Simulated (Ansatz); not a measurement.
# How many bands does the GW gap of AlP (F-43m) need?, part 2 of 2

Aim: see how the G0W0 gap of AlP (F-43m) on PBE moves with empty bands and screening cutoff, and what each rung costs.

Ansatz 0.2.0; G0W0 on PBE, plane waves, PAW; PAW set soft_1. Known limits of the many-body steps: not at the basis limit; coarse k mesh.

So far. Step 4 (263 empty bands, screening to 200 eV): Against the run with 6×6×6 mesh, 122 empty bands, screening to 120 eV, PAW set soft_1 files, the gap moves by +0.08 eV. Step 5 (Changing the k mesh: 4×4×4 mesh, 122 empty bands …): Against the run with 6×6×6 mesh, 122 empty bands, screening to 120 eV, PAW set soft_1 files, the gap moves by −0.04 eV, while the start moved by −0.02 eV.

### 6. Changing the frequency model: 6×6×6 mesh, 122 empty bands, screening to 120 eV, plasmon pole, PAW set soft_1 files

A plasmon pole stands in for the full frequency dependence of the screening; this run shows what that costs in accuracy.

The input, input.yaml:

```yaml
crystal:
  lattice:
    - [0.0, 2.736483713, 2.736483713]
    - [2.736483713, 0.0, 2.736483713]
    - [2.736483713, 2.736483713, 0.0]
  atoms:
    - { symbol: Al, position: [0.0, 0.0, 0.0] }
    - { symbol: P, position: [0.75, 0.75, 0.75] }
kpoints:
  mp_grid: { grid: [6, 6, 6] }
hamiltonian:
  xc: pbe
  pseudopotentials: { kind: paw, azcp: { folder: soft_1 } }
scf:
  occupations: { method: fixed }
gw:
  n_empty_bands: 122
  ecut_chi: 120
  qp_bands: [v2, c2]
  qp_kpoints: band_edges
  screening: { model: godby_needs }
```

Run with:

```sh
$ ansatz run input.yaml --threads 3 --pin off --max-ram 92160MiB --backend cuda --events-out ev --progress --plain --runs-dir out --devices 1 --max-vram 13GiB
```

Numbers of over 12 decimals in the logs are rounded to 6 here.

Log:

```text
GPUs: using 1 of 1 available (devices: 1).
[...]
GPU FFT provider: cuFFT
GPU libraries: cuBLAS 13.8.2, cuFFT 12.4.0, cuSOLVER 12.3.4
Crystal: 2 atoms, lattice volume = 40.983 Å³
Basis set: ecut = 420 eV, 821 PW (Γ)
Bands: 8, of which v1, the nominal top of the filled ones, is band 4 counted from 1 (3 counted from 0)
Symmetry: 24 space group operations
[...]
k-points: 16 of 216 (time reversal used)
[...]
1     6      9.9496    -6.3186    -4.4825   -11.2008  0.7732    10.3509    10.3494  root
[...]
12     3      2.8844   -15.6099     2.2192   -12.6954  0.7562     2.1813     2.1891  root
    12     4      2.8844   -15.6099     2.2192   -12.6954  0.7562     2.1813     2.1891  root
    12     5      6.5613    -5.3173    -3.6184    -9.0374  0.7940     6.6630     6.6629  root
    12     6      7.4389    -6.1548    -3.7559   -10.1658  0.7899     7.6945     7.6940  root
[key lines of the parts left out:]
SCF converged after 6 iterations
Free energy (F): -1294.433554 eV
Fermi energy:    4.968858 eV
```

It took 16 s on 1 × NVIDIA H100 80GB HBM3 (shared by 6 runs) with 3 threads of AMD EPYC 7R13 (Zen 3), shared host; peak memory 1.2 GiB.

This step gave:

| Item | Value |
| --- | --- |
| bands summed | 126 |
| plasmon-pole fit frequency | 16.41 eV |
| RPA ε∞ on this mesh (eigenvalues) | 8.327, 8.327, 8.327 |
| plane waves in the screening matrix | 113 |
| G0W0 gap on the mesh | 2.261 eV |
| k of the valence top | 0, 0, 0 |
| k of the conduction bottom | 0, -0.5, -0.5 |
| starting gap on the mesh | 1.592 eV |
| least direct G0W0 gap on the computed points | 4.166 eV |

Against the run with 6×6×6 mesh, 122 empty bands, screening to 120 eV, PAW set soft_1 files, the gap moves by −0.04 eV.

### 7. Changing the files: 6×6×6 mesh, 122 empty bands, screening to 120 eV, hard PAW files

Other atomic data (hard PAW) test the pseudisation: the cutoff goes from 420 to 900 eV and the valence electrons from 8 to 16, which opens shells that were frozen.

This step: G0W0 on PBE, plane waves, PAW.

input.yaml, the sections that differ from step 6:

```yaml
hamiltonian:
  xc: pbe
  pseudopotentials: { kind: paw, source: ansatz }
gw:
  n_empty_bands: 122
  ecut_chi: 120
  qp_bands: [v2, c2]
  qp_kpoints: band_edges
  screening: { model: contour_deformation }
# crystal, kpoints, scf: as in step 6
```

Log:

```text
GPUs: using 1 of 1 available (devices: 1).
[...]
GPU FFT provider: cuFFT
GPU libraries: cuBLAS 13.8.2, cuFFT 12.4.0, cuSOLVER 12.3.4
Crystal: 2 atoms, lattice volume = 40.983 Å³
Basis set: ecut = 900 eV, 2565 PW (Γ)
Bands: 12, of which v1, the nominal top of the filled ones, is band 8 counted from 1 (7 counted from 0)
Symmetry: 24 space group operations
[...]
k-points: 16 of 216 (time reversal used)
[...]
1    10     10.7862    -6.3288    -4.5730   -11.2191  0.7630    11.1050    11.1034  root
[...]
12     7      3.7198   -15.6254     2.1767   -12.7139  0.7431     2.9758     2.9851  root
    12     8      3.7198   -15.6254     2.1767   -12.7139  0.7431     2.9758     2.9851  root
    12     9      7.3999    -5.3251    -3.6647    -9.0534  0.7917     7.4636     7.4635  root
    12    10      8.2774    -6.1284    -3.8410   -10.1563  0.7875     8.4647     8.4643  root
[key lines of the parts left out:]
SCF converged after 6 iterations
Free energy (F): -3188.010192 eV
Fermi energy:    5.808532 eV
```

It took 15 s on 1 × NVIDIA H100 80GB HBM3 (shared by 6 runs) with 3 threads; peak memory 1.1 GiB.

Numbers from this step:

```yaml
bands_summed: 130
rpa_eps_infinity_on_this_mesh_eigenvalues: 8.362, 8.362, 8.362
plane_waves_in_the_screening_matrix: 113
g0w0_gap_on_the_mesh: 2.281 eV
k_of_the_valence_top: 0, 0, 0
k_of_the_conduction_bottom: 0, -0.5, -0.5
starting_gap_on_the_mesh: 1.591 eV
least_direct_g0w0_gap_on_the_computed_points: 4.136 eV
```

Against the run with 6×6×6 mesh, 122 empty bands, screening to 120 eV, PAW set soft_1 files, the gap moves by −0.02 eV.

### 8. Side by side

Times are wall times on 1 × NVIDIA H100 80GB HBM3 (shared by 6 runs) with 3 threads of AMD EPYC 7R13 (Zen 3), shared host, good to a factor of about two.

| mesh | files | frequency | bands summed | cutoff (eV) | start (eV) | G0W0 (eV) | time | host memory (GiB) |
| --- | --- | --- | --- | --- | --- | --- | --- | --- |
| 6×6×6 | PAW set soft_1 | contour deformation | 47 | 60 | 1.592 | 2.098 | 9.4 s | 0.97 |
| 6×6×6 | PAW set soft_1 | contour deformation | 126 | 120 | 1.592 | 2.306 | 18 s | 1.0 |
| 6×6×6 | PAW set soft_1 | contour deformation | 267 | 200 | 1.592 | 2.387 | 25 s | 1.2 |
| 4×4×4 | PAW set soft_1 | contour deformation | 126 | 120 | 1.571 | 2.261 | 13 s | 1.0 |
| 6×6×6 | PAW set soft_1 | plasmon pole | 126 | 120 | 1.592 | 2.261 | 16 s | 1.2 |
| 6×6×6 | hard PAW | contour deformation | 130 | 120 | 1.591 | 2.281 | 15 s | 1.1 |

How the two edges are built up, in eV (the quasiparticle level is the starting level plus Σx plus Σc less Vxc):

| run | edge | start | Σx | Σc | Vxc | Z | QP |
| --- | --- | --- | --- | --- | --- | --- | --- |
| 47 bands | valence top | 4.97 | -15.82 | 1.75 | -13.81 | 0.77 | 4.70 |
| 47 bands | conduction bottom | 6.56 | -5.32 | -3.48 | -9.04 | 0.79 | 6.80 |
| 126 bands | valence top | 4.97 | -15.82 | 1.38 | -13.81 | 0.76 | 4.33 |
| 126 bands | conduction bottom | 6.56 | -5.32 | -3.64 | -9.04 | 0.79 | 6.64 |
| 267 bands | valence top | 4.97 | -15.82 | 1.25 | -13.81 | 0.76 | 4.20 |
| 267 bands | conduction bottom | 6.56 | -5.32 | -3.69 | -9.04 | 0.79 | 6.59 |

### 9. Outcome

- 47 bands, 60 eV: 2.098 eV
- 126 bands, 120 eV: 2.306 eV
- 267 bands, 200 eV: 2.387 eV
- estimated limit in bands and cutoff: 2.46 eV
- mesh and start: 6×6×6, PBE

**Reading.** A line in one over the bands through the two highest rungs gives 2.46 eV, +0.07 eV from the top rung; the pair below gives 2.43 eV, so the estimate is still climbing. The rungs stand 0.36 eV (47 bands), 0.15 eV (126 bands) and 0.07 eV (267 bands) from it. From 47 to 267 bands the gap moves by +0.29 eV while the time grows 2.7-fold. Σc changes by −0.50 eV at the valence top and −0.21 eV at the conduction bottom, so the valence edge carries most of the change. On the 4×4×4 mesh in place of 6×6×6 the gap differs by −0.04 eV, of which −0.02 eV is already in the start. The plasmon-pole model gives −0.04 eV against contour deformation, 6 % of the correction, and saved no time in this program. Hard PAW files move the gap by −0.02 eV at equal bands and cutoff, −0.001 eV of it in the start. The cheapest rung within 0.1 eV of this estimate is that with 267 bands (25 s).

[Paths, hosts, dates, memory and timing lines, banners, echoed tables and standing remarks are left out of the program output.]

[Logs are printed without paths, hosts, clocks, repeated set-up lines and the standing remarks that a program may print on its own settings, such as how far it seeks lower states.]

[Runs of the session that timed out or met a known fault of the program may be left out.]

[Cells called generated may have been cut or substituted from an entry of the Crystallography Open Database or the Materials Project.]

[Hosts, paths, dates, database ids (printed as entryN), source tags and the programs' standing remarks are cut or masked in the printed files.]
